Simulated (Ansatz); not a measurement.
**Mg2Ge: band gap under strain**

How does strain move the band edges of antifluorite Mg2Ge, and do the functionals agree on it? States: no strain; -4.0 % equal strain in all directions; -3.0 % equal strain in all directions.

Code: Ansatz 0.2.0. PAW datasets, plane waves. Computed at 0 K without zero-point motion; spin polarisation is off.

## Step 1: Starting point

The unstrained cell was relaxed with r2SCAN; in each strained cell the atoms were relaxed again with r2SCAN. Names of k-points are those of the unstrained zone, where strain can split equivalent points. First state: no strain.

Space group Fm-3m (No. 225), cubic; conventional cell a = 6.366 Å, 21.50 Å³ an atom. Ge has 8 Mg at 2.76 Å; Mg has 4 Ge at 2.76 Å.

As a file:

```cif
data_structure
_symmetry_space_group_name_H-M 'Fm-3m'
_symmetry_Int_Tables_number 225
_cell_length_a 6.3662
_cell_length_b 6.3662
_cell_length_c 6.3662
_cell_angle_alpha 90.000
_cell_angle_beta 90.000
_cell_angle_gamma 90.000
_cell_volume 258.01
loop_
_atom_site_label
_atom_site_type_symbol
_atom_site_symmetry_multiplicity
_atom_site_Wyckoff_symbol
_atom_site_fract_x
_atom_site_fract_y
_atom_site_fract_z
_atom_site_occupancy
Ge1 Ge 4 a 0.00000 0.00000 0.00000 1
Mg1 Mg 8 c 0.25000 0.75000 0.75000 1
```

## Step 2: No strain: PBE

The input, input.yaml:

```yaml
crystal:
  lattice:
    - [0.0, 3.1831012375, 3.1831012375]
    - [3.1831012375, 0.0, 3.1831012375]
    - [3.1831012375, 3.1831012375, 0.0]
  atoms:
    - { symbol: Ge, position: [0.0, 0.0, 0.0] }
    - { symbol: Mg, position: [0.25, 0.25, 0.25] }
    - { symbol: Mg, position: [0.75, 0.75, 0.75] }
kpoints:
  mp_grid: { grid: [8, 8, 8] }
  band_path:
    path:
      - [0.0, 0.0, 0.0]
      - [0.5, 0.0, 0.5]
      - [0.625, 0.25, 0.625]
      - [0.375, 0.375, 0.75]
      - [0.5, 0.5, 0.5]
      - [0.5, 0.25, 0.75]
      - [0.0, 0.5, 0.5]
    npoints: 1
hamiltonian:
  xc: pbe
scf:
  occupations: { method: fermi_dirac, width: 0.02 }
  n_extra_bands: 4
output:
  forces: true
  stress: true
  eigenvalues: true
```

The run is started by

```console
$ ansatz run input.yaml --threads 2 --pin off --max-ram 20275MiB --backend cpu --events-out ev --progress --plain --runs-dir out
```

Further steps of the session: No strain: r2SCAN; No strain: HSE06; No strain: r2SCAN+SOC; -4.0 % equal strain in all directions: PBE; -4.0 % equal strain in all directions: r2SCAN; -4.0 % equal strain in all directions: HSE06; -4.0 % equal strain in all directions: r2SCAN+SOC; -3.0 % equal strain in all directions: PBE; -3.0 % equal strain in all directions: r2SCAN; -3.0 % equal strain in all directions: HSE06; -3.0 % equal strain in all directions: r2SCAN+SOC.

Q: Predict the outcome of this session.

The runs gave:

Least gap in eV (negative: overlap), with the change from the unstrained cell in brackets:

| state | volume change (%) | PBE | r2SCAN | HSE06 |
| --- | --- | --- | --- | --- |
| no strain | +0.0 | 0.14 | 0.44 | 0.51 |
| -4.0 % equal strain in all directions | -11.5 | 0.02 (-0.12) | 0.33 (-0.11) | 0.41 (-0.10) |
| -3.0 % equal strain in all directions | -8.7 | 0.05 (-0.09) | 0.36 (-0.08) | 0.44 (-0.07) |

In words: With HSE06, of the states in the table -4.0 % equal strain in all directions shifts the gap most, by -0.103 eV. PBE and HSE06 differ by 0.37 eV on the unstrained gap, and by at most 0.02 eV on its change: PBE follows the response to strain far better than the gap itself. Under -4.0 % equal strain in all directions PBE gives no gap, or under 0.02 eV, while HSE06 has one.
